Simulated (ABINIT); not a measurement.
The system is HfC.

```xyz
2
Lattice="0.0000 2.3250 2.3250 2.3250 0.0000 2.3250 2.3250 2.3250 0.0000" Properties=species:S:1:pos:R:3 pbc="T T T"
Hf    2.3250    2.3250    2.3250
C     0.0000    0.0000    0.0000
```

Base run:

```yaml
Program: ABINIT 10.8.3 (patched build)
Functional: WC
Potentials_or_basis: JTH PAW PBE v2.0
Cutoff: 517 eV
k_mesh: 10 × 10 × 10
Occupations: fermi-dirac, width 0.05 eV
Spin: no spin polarisation
```

Its results: band gap on the k mesh none (metal or under the smearing width); pressure -5.7 GPa.

The run is repeated on the same cell with these changes: functional from WC to AM05. What comes out?

Band gap on the k mesh none (metal or under the smearing width); pressure -7.4 GPa.

Caveats: the PAW data sets were made with another functional, which shifts forces and pressure a little; spin-orbit coupling is left out, which moves the levels of the heavy elements.
